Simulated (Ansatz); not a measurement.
Input and command of a calculation in Ansatz (plane waves; scalar-relativistic PAW potentials unless the input names others):

```yaml
crystal:
  lattice:
    - [0.0, 2.6886275808, 2.6886275808]
    - [2.6886275808, 0.0, 2.6886275808]
    - [2.6886275808, 2.6886275808, 0.0]
  atoms:
    - { symbol: Al, position: [0.0, 0.0, 0.0] }
    - { symbol: P, position: [0.75, 0.75, 0.75] }
basis:
  ecutwfc: 420
kpoints:
  mp_grid: { grid: [8, 8, 8] }
hamiltonian:
  xc: pbesol
scf:
  occupations: { method: fermi_dirac, width: 5.0 }
  max_iter: 50
output:
  forces: true
  eigenvalues: true
  stress: true
```

```bash
ansatz run input.yaml --threads 1 --pin off --max-ram 3072MiB --backend cpu --events-out ev --progress --plain --runs-dir out
```

Abridged log:
```
Basis set: ecut = 420 eV, 749 PW (Γ), exchange–correlation on 54×54×54 points (8 copies of the dense FFT grid, shifted against one another)
Bands: 63, of which v1, the nominal top of the filled ones, is band 4 counted from 1 (3 counted from 0)
Symmetry: 24 space group operations
k-points: 29 of 512 (time reversal used)
SCF iter   1: F=—  HF=-1298.496844 eV  |F-HF|=—  |Δ(HF+E_count)|=         —  Δρ=4.69e-2  dr2=1.47e0  ethr=1.77e-3  ⟨swp⟩=6.4  Hψ=8379  notcnv=0
SCF iter   2: F=—  HF=-1298.158453 eV  |F-HF|=—  |Δ(HF+E_count)|=   3.38e-1  Δρ=2.73e-2  dr2=5.03e-1  ethr=1.77e-3  ⟨swp⟩=1.0  Hψ=2117  notcnv=0
SCF iter   3: F=—  HF=-1298.003598 eV  |F-HF|=—  |Δ(HF+E_count)|=   1.55e-1  Δρ=2.19e-3  dr2=1.70e-3  ethr=1.77e-3  ⟨swp⟩=1.0  Hψ=1827  notcnv=0
SCF iter   4: F=—  HF=-1298.003300 eV  |F-HF|=—  |Δ(HF+E_count)|=   2.98e-4  Δρ=3.47e-4  dr2=3.36e-5  ethr=2.12e-5  ⟨swp⟩=2.1  Hψ=2624  notcnv=0
SCF iter   5: F=—  HF=-1298.003310 eV  |F-HF|=—  |Δ(HF+E_count)|=   1.04e-5  Δρ=3.32e-5  dr2=2.24e-7  ethr=4.20e-7  ⟨swp⟩=2.9  Hψ=3281  notcnv=0
SCF iter   6: F=-1298.003310 eV  HF=-1298.003310 eV  |F-HF|=8.67e-9  |Δ(HF+E_count)|=   8.14e-8  Δρ=4.29e-6  dr2=1.10e-8  ethr=1.25e-9  ⟨swp⟩=10.3  Hψ=8658  notcnv=0
SCF 1 converged in 6 iterations: F = -1298.003310 eV  dr2 = 1.10e-8
SCF converged after 6 iterations
Free energy (F): -1298.003310 eV
Harris-Foulkes:  -1298.003310 eV  (|F-HF|=8.67e-9)
Internal energy: -1234.601832 eV  (E = F + TS)
E sigma→0 (E₀):  -1266.302571 eV
Entropy (-TS):   -63.401479 eV (-31700.739 meV/atom)
Fermi energy:    4.021614 eV
--- Forces (eV/Å), atoms counted from 1 ---
  atom   1  Al     0.00000000     0.00000000     0.00000000
  atom   2  P      0.00000000     0.00000000     0.00000000
--- Stress (GPa, compression-positive) ---
       70.267281       0.000000       0.000000
        0.000000      70.267281       0.000000
        0.000000       0.000000      70.267281
  P = ⅓ Tr σ = 70.2673 GPa (702.673 kbar)
```

Task: Find the fault.

Result: The fault is a smearing of electronvolts (scf.occupations: {"method": "fixed"} → {"method": "fermi_dirac", "width": 5.0}, the first being the value of the sound run). Setting it back cures it. The run converged all the same, with an energy at zero smearing 299 meV/atom below the reference's, pressure 70.27 GPa, largest force 0.000 eV/Å, no gap on the mesh, so convergence alone doesn't show that an input is right. A reference run on usual settings, whose relaxation ended at this geometry, converged, and the end of its own relaxation has pressure 4.99 GPa, largest force 0.000 eV/Å, gap on the mesh 1.35 eV (its cell was held, or driven to that pressure on purpose).

It took 12 s on 1 thread of AMD EPYC (Zen 3) (shared host), peak memory 0.34 GiB.